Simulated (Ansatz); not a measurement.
The parent structure is ZnTe in the zinc blende structure (space group F-43m, No. 216; a = 6.1134 Å). Axes: x, y, z lie along the cube axes.

Structures relaxed with plane-wave PAW DFT at the r2SCAN level (Ansatz, a first-principles code, 500 eV), no SOC.

Base:

Simulated powder pattern, Cu Kα1, λ = 1.54056 Å (kinematic, ideal powder, no thermal factors, no anomalous dispersion; the 10 strongest lines at most, above 2 %, up to 2θ = 90°):

```csv
2θ (°),I/Imax (%),hkl
25.21,100,(111)
29.19,6.7,(200)
41.76,72,(220)
49.40,47,(311)
60.53,12,(400)
66.63,19,(331)
68.59,2.5,(420)
76.23,23,(422)
81.79,14,(511)
```

After one change:

Simulated powder pattern, Cu Kα1, λ = 1.54056 Å (kinematic, ideal powder, no thermal factors, no anomalous dispersion; the 10 strongest lines at most, above 2 %, up to 2θ = 90°):

```tsv
2θ (°)	I/Imax (%)
24.99	100
25.44	100
41.19	25
41.76	96
42.34	23
49.03	33
49.28	17
49.79	30
60.55	16
75.46	16
```

Question: Which change produced these results?
A. tensor shear ε_xz = +1.32 %
B. isotropic strain −0.73 %
C. biaxial strain −1.00 %, plane normal [111], relaxed out of plane
D. uniaxial stress, 3 GPa compression along x

Answer: A, tensor shear ε_xz = +1.32 %. Its volume per atom is 28.56 Å³ against 28.56 Å³, and its space group is Imm2 (No. 44).

Beyond what the load breaks, stability against distortions was not tested.
